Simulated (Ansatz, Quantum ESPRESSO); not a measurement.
This is a calculation of Al for Ansatz 0.2.0. Atoms were shifted at random by some hundredths of an Å from the given cell, which wasn't relaxed again for these runs. This isn't the form of Al at room conditions, which is fcc.

Contents of input.yaml:

```yaml
crystal:
  lattice:
    - [4.4916, 0.0, 0.0]
    - [-2.2458, 3.88984, 0.0]
    - [0.0, 0.0, 2.7226]
  atoms:
    - { symbol: Al, position: [0.316559, 0.657681, 0.011944] }
    - { symbol: Al, position: [0.660345, 0.32091, -0.024846] }
hamiltonian:
  xc: pbe
  pseudopotentials: { kind: paw, azcp: { folder: soft_1 } }
kpoints:
  mp_grid: { grid: [7, 7, 10] }
scf:
  occupations: { method: fermi_dirac, width: 0.05 }
output:
  forces: true
  stress: true
  eigenvalues: true
```

Potentials or basis: Ansatz PAW soft_1.

The run is started by

```sh
$ ansatz run input.yaml --threads 1 --pin off --max-ram 3584MiB --backend cpu --events-out ev --progress --plain --runs-dir out
```

Problem. Set up the same calculation for Quantum ESPRESSO 7.5. Potentials or basis there: SSSP 1.3 efficiency PBE, cutoff 748 eV.

Solution. As run (cutoffs and basis follow the program's own potentials, and thresholds, step limits or extra output files can differ):

The input pw.in:

```
&CONTROL
  calculation = 'scf'
  prefix = 'pwscf'
  outdir = './tmp'
  pseudo_dir = './pseudo'
  tprnfor = .true.
  tstress = .true.
  disk_io = 'nowf'
/
&SYSTEM
  ibrav = 0
  nat = 2
  ntyp = 1
  ecutwfc = 55
  ecutrho = 440
  nbnd = 8
  occupations = 'smearing'
  smearing = 'fd'
  degauss = 0.00367493
/
&ELECTRONS
  conv_thr = 4d-10
  electron_maxstep = 120
  mixing_beta = 0.5
/
ATOMIC_SPECIES
Al    26.9815 Al.pbe-n-kjpaw_psl.1.0.0.UPF
CELL_PARAMETERS angstrom
   4.4916000000    0.0000000000    0.0000000000
  -2.2458000000    3.8898400000    0.0000000000
   0.0000000000    0.0000000000    2.7226000000
ATOMIC_POSITIONS crystal
Al     0.3165590000    0.6576810000    0.0119440000
Al     0.6603450000    0.3209100000   -0.0248460000
K_POINTS automatic
7 7 10 0 0 0
```

Potentials or basis: SSSP 1.3 efficiency PBE.

Launch:

```bash
$ OMP_NUM_THREADS=1 pw.x -in pw.in > pw.out
```

Both were run:

|  | Ansatz | Quantum ESPRESSO |
| --- | --- | --- |
| Pressure | 1.6 GPa | 1.6 GPa |
| Largest force | 0.379 eV/Å | 0.381 eV/Å |
| Energy over the undisturbed cell | 1.7 meV/atom | 1.7 meV/atom |

Ansatz's pressure holds a Pulay term of +0.02 GPa for its cutoff of 420 eV, which the other run lacks.

Where Ansatz's input types no cutoff or centring, it takes its own default and a Γ-centred mesh.

Pressure is positive in compression.
